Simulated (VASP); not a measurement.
# PtSe: single point with PBE+U

Crystal: PtSe.

```
CELL_PARAMETERS angstrom
0.00000 3.03745 3.03745
3.03745 0.00000 3.03745
3.03745 3.03745 0.00000
ATOMIC_POSITIONS crystal
Pt 0.00000 0.00000 0.00000
Se 0.25000 0.25000 0.25000
```

The cell comes from a database or a generator and needn't be the stable form of this composition.

```json
{
 "Program": "VASP 6.6.1",
 "Task": "single point",
 "Functional": "PBE",
 "Potentials or basis": "VASP PAW PBE potentials, release 64 (Pt, Se)",
 "Cutoff": "520 eV",
 "k mesh": "5 × 5 × 5",
 "Occupations": "gaussian, width 0.05 eV",
 "Spin": "collinear spin, zero start",
 "Starting moments": "[0.0, 0.0] μB",
 "Hubbard terms": "Pt d U = 4 eV"
}
```

```yaml
Pressure: -11.9 GPa
Band_gap_on_the_k_mesh: none (metal or under the smearing width)
Net_moment: 0.00 μB per cell
Valence_electrons_inside_the_program's_atomic_spheres: Pt 9.25; Se 3.63
```

Levels at points of the mesh, in eV from the Fermi level:
Spin up:
| k point | band 4 | band 5 | band 6 | band 7 | band 8 | band 9 | band 10 | band 11 |
| --- | --- | --- | --- | --- | --- | --- | --- | --- |
| (0.00, 0.00, 0.00) | -4.47 | -2.74 | -2.74 | 0.76 | 1.65 | 1.65 | 1.65 | 6.99 |
Spin down:
| k point | band 3 | band 4 | band 5 | band 6 | band 7 | band 8 | band 9 | band 10 | band 11 | band 12 |
| --- | --- | --- | --- | --- | --- | --- | --- | --- | --- | --- |
| (0.00, 0.00, 0.00) | -4.47 | -4.47 | -2.74 | -2.74 | 0.76 | 1.65 | 1.65 | 1.65 | 6.99 | 6.99 |

Eigenvalues of the final occupation matrices:
```csv
site,spin,trace,eigenvalues
site 1 d,1,4.24,0.81 0.81 0.81 0.90 0.90
site 1 d,2,4.24,0.81 0.81 0.81 0.90 0.90
```

Wall time 10 s on 1 thread of Intel(R) Xeon(R) 6975P-C (Granite Rapids), with other jobs on the host, peak memory 0.19 GiB.

The run has no spin-orbit coupling, so splittings on Pt are missing.
